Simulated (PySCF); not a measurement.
Computed with core-valence-separated Tamm–Dancoff BHandHLYP/aug-pcX-1 (pcseg-1 on H) in PySCF, non-relativistic, gas phase, PBE0-D3(BJ)/def2-SVP geometry. BHandHLYP without relativity tends to put these K edges a few eV too low, so spacings mean more than positions.

Main lines of an unknown, eV (oscillator strength): C K: 282.8 (0.055), 282.9 (0.064), 285.4 (0.016), 285.8 (0.008), 286.0 (0.016). Listed: the first five lines at most of each edge with a tenth or more of its strongest line's intensity; roots within 0.03 eV on the same or equivalent atoms are summed. Only the lowest roots were sought, and the top ones are left out.

Question: Which candidate gives them?
A. `C1=CCC1`
B. `C=CC=C`
C. `C=C1CC1`

Answer: C. 

- `C=C1CC1`: C K: 282.8 (0.055), 282.9 (0.064), 285.4 (0.016), 285.8 (0.008), 286.0 (0.016). First C line listed at 282.8 eV, hole on the terminal =CH2 carbon (1s→π*).
- `C1=CCC1`: C K: 282.8 (0.122), 285.8 (0.023), 285.9 (0.028), 286.2 (0.051), 286.4 (0.030). First C line listed at 282.8 eV, hole on the alkene CH carbon.
- `C=CC=C`: C K: 282.3 (0.114), 282.7 (0.112), 285.8 (0.020), 286.1 (0.027), 286.2 (0.065). First C line listed at 282.3 eV, hole on the terminal =CH2 carbon (1s→π*).

One conformer each; other structures than these candidates weren't tested.
